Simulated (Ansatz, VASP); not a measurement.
Al2Cu3: VASP beside Ansatz

INCAR

```
PREC = Accurate ; ENCUT = 520
EDIFF = 1E-6 ; ISMEAR = 0
SIGMA = 0.1 ; LREAL = F
LASPH = T ; NELM = 100
ALGO = Fast ; ISIF = 2
LWAVE = F ; LCHARG = F
GGA = PE ; NBANDS = 50
```

KPOINTS

```
Automatic mesh
0
Gamma
  4 4 4
```

File POSCAR:

```
Al2Cu3
1.0
    4.5289412000     -2.2648240000      0.0000000000
    4.5289412000      2.2648240000      0.0000000000
   -2.3695492000      0.0000000000      6.3723972000
Al Cu
4 6
Direct
    0.0784880000      0.7206910000      0.0454830000
    0.7206910000      0.0784880000      0.5454830000
    0.2793090000      0.9215120000      0.4545170000
    0.9215120000      0.2793090000      0.9545170000
    0.1276970000      0.4709450000      0.3493510000
    0.4709450000      0.1276970000      0.8493510000
    0.5290550000      0.8723030000      0.1506490000
    0.8723030000      0.5290550000      0.6506490000
    0.6721540000      0.3278460000      0.2500000000
    0.3278460000      0.6721540000      0.7500000000
```

Input for Ansatz:

```yaml
crystal:
  lattice:
    - [4.5289412, -2.264824, 0.0]
    - [4.5289412, 2.264824, 0.0]
    - [-2.3695492, 0.0, 6.3723972]
  atoms:
    - { symbol: Al, position: [0.078488, 0.720691, 0.045483] }
    - { symbol: Al, position: [0.720691, 0.078488, 0.545483] }
    - { symbol: Al, position: [0.279309, 0.921512, 0.454517] }
    - { symbol: Al, position: [0.921512, 0.279309, 0.954517] }
    - { symbol: Cu, position: [0.127697, 0.470945, 0.349351] }
    - { symbol: Cu, position: [0.470945, 0.127697, 0.849351] }
    - { symbol: Cu, position: [0.529055, 0.872303, 0.150649] }
    - { symbol: Cu, position: [0.872303, 0.529055, 0.650649] }
    - { symbol: Cu, position: [0.672154, 0.327846, 0.25] }
    - { symbol: Cu, position: [0.327846, 0.672154, 0.75] }
basis:
  ecutwfc: 420
kpoints:
  mp_grid: { grid: [4, 4, 4] }
hamiltonian:
  xc: pbe
scf:
  occupations: { method: gaussian, width: 0.1 }
  lower_state_search: "off"
output:
  forces: true
  stress: true
  eigenvalues: true
```

Alike in both runs: task single point; functional PBE; k mesh 4 × 4 × 4; occupations gaussian, width 0.1 eV; no spin polarisation.

|  | VASP | Ansatz |
| --- | --- | --- |
| version | VASP 6.6.1 | Ansatz 0.2.0 |
| potentials or method | VASP PAW PBE potentials, release 64 (Al, Cu) | scalar-relativistic, plane waves, PAW |
| plane-wave cutoff (eV) | 520 | 420 |
| valence electrons in the cell | 78 | 126 |

Ansatz gave:

* gap on the k mesh at the Fermi level (eV): none
* pressure (GPa): 0.1
* largest component of the traceless stress (GPa): 1.04
* rms of the force components (eV/Å): 0.013

Question: Estimate VASP's values.

Answer: gap on the k mesh at the Fermi level (eV): none; pressure (GPa): 0.4; largest component of the traceless stress (GPa): 1.03; rms of the force components (eV/Å): 0.011.

Atom by atom the forces differ by 0.003 eV/Å (rms over components). A gap of «none» marks a metal or a gap that the smearing closes. With one functional, cell and mesh, what is left measures potentials, basis and numerics. The two sets of potentials don't hold the same shells in valence.

Caveats: the k mesh is coarse (spacing up to 0.39 Å⁻¹), so the values aren't converged.
